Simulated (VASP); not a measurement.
# V (Im-3m) in VASP: relaxation of cell and atoms with PBE

Aim: the relaxation of cell and atoms of V with PBE.

All numbers are computed with VASP 6.6.1; they aren't measurements. Logs are shortened: lines on timing, memory, paths and dates and some standing lists are left out, and cuts for length are marked.

## (1) Starting point

The structure is cubic, space group Im-3m (No. 229). Conventional cell: a = 3.029 Å, b = 3.029 Å, c = 3.029 Å, α = 90.00°, β = 90.00°, γ = 90.00°. V (site symmetry m-3m) has 8 V at 2.62 Å as nearest neighbours.

## (2) Relaxation of cell and atoms, PBE

The input, INCAR:

```
SYSTEM = V
  ALGO = Normal
  EDIFF = 1E-6
  EDIFFG = -0.01
  ENCUT = 600
  GGA = PE
  IBRION = 2
  ISIF = 3
  ISMEAR = 1
  LASPH = .TRUE.
  LCHARG = .FALSE.
  LREAL = .FALSE.
  LWAVE = .FALSE.
  NELM = 150
  NSW = 60
  PREC = Accurate
  SIGMA = 0.1
```

The input, KPOINTS:

```
k-points
0
G
  20 20 20
  0 0 0
```

The input, POSCAR:

```
V
1.0
   -1.5143500000      1.5143500000      1.5143500000
    1.5143500000     -1.5143500000      1.5143500000
    1.5143500000      1.5143500000     -1.5143500000
V
1
Direct
    0.0000000000      0.0000000000      0.0000000000
```

Potentials or basis: VASP PAW PBE potentials, release 64 (V_sv).

Run with:

```console
$ cat potpaw_PBE.64/V_sv/POTCAR > POTCAR
$ mpirun -np 1 vasp_std > vasp.out
```

OUTCAR:

```text
SYSTEM = V
   EDIFF = 1E-6
   EDIFFG = -0.01
   ENCUT = 600
   GGA = PE
   IBRION = 2
   ISIF = 3
   ISMEAR = 1
   LASPH = .TRUE.
   LREAL = .FALSE.
   NELM = 150
   NSW = 60
   PREC = Accurate

 ion  position               nearest neighbor table
   1  0.000  0.000  0.000-

  LATTYP: Found a body centered cubic cell.
 ALAT       =     3.0287000000

  Lattice vectors:

 A1 = (  -1.5143500000,   1.5143500000,   1.5143500000)
 A2 = (   1.5143500000,  -1.5143500000,   1.5143500000)
 A3 = (   1.5143500000,   1.5143500000,  -1.5143500000)

Analysis of symmetry for initial positions (statically):
=====================================================================
 Subroutine PRICEL returns:
 Original cell was already a primitive cell.

 Routine SETGRP: Setting up the symmetry group for a
 body centered cubic supercell.

 Subroutine GETGRP returns: Found 48 space group operations
 (whereof 48 operations were pure point group operations)
 out of a pool of 48 trial point group operations.

The static configuration has the point symmetry O_h .

Analysis of symmetry for dynamics (positions and initial velocities):
=====================================================================
 Subroutine PRICEL returns:
 Original cell was already a primitive cell.

 Routine SETGRP: Setting up the symmetry group for a
 body centered cubic supercell.

 Subroutine GETGRP returns: Found 48 space group operations
 (whereof 48 operations were pure point group operations)
 out of a pool of 48 trial point group operations.

The dynamic configuration has the point symmetry O_h .

 Subroutine INISYM returns: Found 48 space group operations
 (whereof 48 operations are pure point group operations),
 and found     1 'primitive' translations

----------------------------------------------------------------------------------------

                                     Primitive cell

  volume of cell :      13.8912

  direct lattice vectors                    reciprocal lattice vectors
    -1.514350000  1.514350000  1.514350000     0.000000000  0.330174662  0.330174662
     1.514350000 -1.514350000  1.514350000     0.330174662  0.000000000  0.330174662
     1.514350000  1.514350000 -1.514350000     0.330174662  0.330174662  0.000000000

  length of vectors
     2.622931140  2.622931140  2.622931140     0.466937486  0.466937486  0.466937486

  position of ions in fractional coordinates (direct lattice)
     0.000000000  0.000000000  0.000000000

  ion indices of the primitive-cell ions
   primitive index   ion index
                 1           1

----------------------------------------------------------------------------------------

 KPOINTS: k-points

Automatic generation of k-mesh.
 Grid dimensions read from file:
 generate k-points for:   20   20   20

 Generating k-lattice:

  Cartesian coordinates                     Fractional coordinates (reciprocal lattice)
     0.000000000  0.016508733  0.016508733     0.050000000  0.000000000  0.000000000
     0.016508733  0.000000000  0.016508733     0.000000000  0.050000000  0.000000000
     0.016508733  0.016508733  0.000000000     0.000000000  0.000000000  0.050000000

  Length of vectors
     0.023346874  0.023346874  0.023346874

  Shift w.r.t. Gamma in fractional coordinates (k-lattice)
     0.000000000  0.000000000  0.000000000

 Subroutine IBZKPT returns following result:
 ===========================================

 Found    256 irreducible k-points:

 Following reciprocal coordinates:
            Coordinates               Weight
  0.000000  0.000000  0.000000      1.000000
  0.050000  0.000000  0.000000     12.000000
  0.100000  0.000000  0.000000     12.000000
  0.150000  0.000000  0.000000     12.000000
  0.200000  0.000000  0.000000     12.000000
  0.250000  0.000000  0.000000     12.000000
[... 16 lines left out ...]
  0.200000  0.100000  0.000000     48.000000
  0.250000  0.100000 -0.000000     48.000000
 [... further k-points ...]
   k-points           NKPTS =    256   k-points in BZ     NKDIM =    256   number of bands    NBANDS=     10
   number of dos      NEDOS =    301   number of ions     NIONS =      1
   total plane-waves  NPLWV =  13824
   dimension x,y,z NGX =    24 NGY =   24 NGZ =   24
   dimension x,y,z NGXF=    48 NGYF=   48 NGZF=   48
   ions per type =               1
   NGX,Y,Z   is equivalent  to a cutoff of  15.21, 15.21, 15.21 a.u.
   NGXF,Y,Z  is equivalent  to a cutoff of  30.42, 30.42, 30.42 a.u.
 SYSTEM =  V
   PREC   = accura    normal or accurate (medium, high low for compatibility)
   ISTART =      0    job   : 0-new  1-cont  2-samecut
   ICHARG =      2    charge: 1-file 2-atom 10-const
   ISPIN  =      1    spin polarized calculation?
   LNONCOLLINEAR =      F non collinear calculations
   LSORBIT =      F    spin-orbit coupling
   LASPH  =      T    aspherical Exc in radial PAW
   ENCUT  =  600.0 eV  44.10 Ry    6.64 a.u.   5.24  5.24  5.24*2*pi/ulx,y,z
   NELM   =    150;   NELMIN=  2; NELMDL= -5     # of ELM steps
   EDIFF  = 0.1E-05   stopping-criterion for ELM
   LREAL  =      F    real-space projection
   EDIFFG = -.1E-01   stopping-criterion for IOM
   NSW    =     60    number of steps for IOM
   IBRION =      2    ionic relax: 0-MD 1-quasi-New 2-CG
   NFREE  =      1    steps in history (QN), initial steepest desc. (CG)
   ISIF   =      3    stress and relaxation
   ISYM   =      2    0-nonsym 1-usesym 2-fastsym
   POTIM  = 0.5000    time-step for ionic-motion
   TEBEG  =    0.0;   TEEND  =   0.0 temperature during run
   PSTRESS=    0.0 pullay stress
   NELECT =      13.0000    total number of electrons
   NUPDOWN=      -1.0000    fix difference up-down
   EMIN   =  10.00;   EMAX   =-10.00  energy-range for DOS
   EFERMI =   0.00;   METHOD = LEGACY
   ISMEAR =     1;   SIGMA  =   0.10  broadening in eV -4-tet -1-fermi 0-gaus
   EFERMI_NEDOS =   21; number of points for ismear=-14 and -15
   IALGO  =     38    algorithm
   IMIX   =      4    mixing-type and parameters
     AMIX     =   0.40;   BMIX     =  1.00
     AMIX_MAG =   1.60;   BMIX_MAG =  1.00
  volume/ion in A,a.u.               =      13.89        93.74
  Fermi-wavevector in a.u.,A,eV,Ry     =   1.601313  3.026044 34.888125  2.564205
  Thomas-Fermi vector in A             =   2.698311
   LORBIT       =      0    0 simple, 1 ext, 2 COOP (PROOUT), +10 PAW based schemes
   GGA     = PE    functional components
   LHFCALC =     F    Hartree Fock is set to
   AEXX    =    0.0000 exact exchange contribution
   IVDW    =     0    specifies the selected vdW correction
   LEPSILON=     F    determine dielectric tensor
   LRPA    =     F    only Hartree local field effects (RPA)
 conjugate gradient relaxation of ions
 non-spin polarized calculation
 Methfessel and Paxton  Order N= 1 SIGMA  =   0.10
  energy-cutoff  :      600.00
  volume of cell :       13.89
 maximum number of plane-waves:       476
 NGX is ok and might be reduce to    24
   NGX = 11   NGY = 11   NGZ = 11

--------------------------------------- Ionic step        1  -------------------------------------------

 number of electron      13.0000003 magnetization

 Free energy of the ion-electron system (eV)
  ---------------------------------------------------
  ext. energy  EPLUGINS =         0.00000000
  ---------------------------------------------------
  free energy    TOTEN  =        -8.98539482 eV

  energy without entropy =       -8.98533191  energy(sigma->0) =       -8.98537385

------------------------ aborting loop because EDIFF is reached ----------------------------------------

  FORCE on cell =-STRESS in cart. coord.  units (eV):
  Direction    XX          YY          ZZ          XY          YZ          ZX
  --------------------------------------------------------------------------------------
  -------------------------------------------------------------------------------------
  Total       -0.4636496     -0.4636496     -0.4636496      0.0000000      0.0000000      0.0000000
  in kB      -53.4763372    -53.4763372    -53.4763372      0.0000000      0.0000000      0.0000000
  external PRESSURE =     -53.4763372 kB  Pullay stress =       0.0000000 kB
[... 20 lines left out ...]
  energy  without entropy=       -8.9853319070  energy(sigma->0) =       -8.98537385

--------------------------------------- Ionic step        2  -------------------------------------------

 number of electron      12.9999997 magnetization

 E-fermi :  10.1646     XC(G=0): -13.1073

 val. band max:       10.1610158326   @ k =  -0.2000   0.2500   0.0500
 cond. band min:      10.1684220861   @ k =   0.3000   0.0000   0.0000
 fundamental gap:      0.0074062535
 Fermi energy:        10.1646383835

 k-point     1 :       0.0000    0.0000    0.0000
  band No.  band energies     occupation
      1     -53.5072      2.00000
      2     -26.7445      2.00000
      3     -26.7445      2.00000
      4     -26.7445      2.00000
      5       3.5125      2.00000
      6      10.5911     -0.00000
      7      10.5911     -0.00000
      8      10.5911     -0.00000
      9      12.6956      0.00000
     10      12.6956      0.00000
[... 331 lines left out ...]
  energy  without entropy=       -8.9818563446  energy(sigma->0) =       -8.98193974

--------------------------------------- Ionic step        3  -------------------------------------------

 number of electron      12.9999999 magnetization

 Free energy of the ion-electron system (eV)
  ---------------------------------------------------
  ext. energy  EPLUGINS =         0.00000000
  ---------------------------------------------------
  free energy    TOTEN  =        -8.99265706 eV

  energy without entropy =       -8.99254497  energy(sigma->0) =       -8.99261970

 E-fermi :   9.6963     XC(G=0): -12.9053

 val. band max:        9.6951857255   @ k =   0.3000   0.0500   0.0500
 cond. band min:       9.6969254123   @ k =   0.3000   0.0500   0.0000
 fundamental gap:      0.0017396868
 Fermi energy:         9.6963489099

 k-point     1 :       0.0000    0.0000    0.0000
  band No.  band energies     occupation
      1     -54.0186      2.00000
      2     -27.3193      2.00000
      3     -27.3193      2.00000
      4     -27.3193      2.00000
      5       3.1206      2.00000
      6      10.1149     -0.00000
      7      10.1149     -0.00000
      8      10.1149     -0.00000
      9      12.1240      0.00000
     10      12.1240      0.00000
[... 327 lines left out ...]
  FREE ENERGIE OF THE ION-ELECTRON SYSTEM (eV)
  ---------------------------------------------------
  free  energy   TOTEN  =        -8.9926570599 eV

  energy  without entropy=       -8.9925449725  energy(sigma->0) =       -8.99261970

 reached required accuracy - stopping structural energy minimisation
```

Wall time 34 s (1 thread of Intel Xeon Platinum 8559C (Emerald Rapids), shared host); peak memory 0.18 GiB.

What came out:

* Free energy: -8.9927 eV
* Relaxed volume: 13.47 Å³/atom
* Relaxed cell: a = 2.596 Å, b = 2.596 Å, c = 2.596 Å, α = 109.47°, β = 109.47°, γ = 109.47°
* Space group after relaxing (to 0.05 Å): Im-3m (No. 229)
* Energy gained by relaxing: 7.3 meV/atom
* Ionic steps: 3
* Pressure after relaxing: 0.0 GPa
* Band gap on the k mesh: none (metal or under the smearing width)

The path:
```tsv
step	energy change (eV)	largest force (eV/Å)	pressure (GPa)	volume (Å³)
1	0.0000	0.0000	-5.35	13.89
2	0.0034	0.0000	7.26	12.98
3	-0.0073	0.0000	-0.04	13.47
```

Final structure:
```
CELL_PARAMETERS angstrom
-1.49887 1.49887 1.49887
1.49887 -1.49887 1.49887
1.49887 1.49887 -1.49887
ATOMIC_POSITIONS crystal
V 0.00000 0.00000 0.00000
```

Levels at points of the mesh, in eV from the Fermi level:
| k point | band 4 | band 5 | band 6 | band 7 | band 8 | band 9 | band 10 |
| --- | --- | --- | --- | --- | --- | --- | --- |
| (0.00, 0.00, 0.00) | -37.02 | -6.58 | 0.42 | 0.42 | 0.42 | 2.43 | 2.43 |
| (0.50, 0.00, 0.00) | -37.02 | -3.16 | -1.12 | 1.65 | 2.43 | 2.79 | 4.12 |
| (0.50, 0.50, 0.50) | -37.63 | -2.98 | -2.98 | 3.73 | 3.73 | 3.73 | 10.21 |
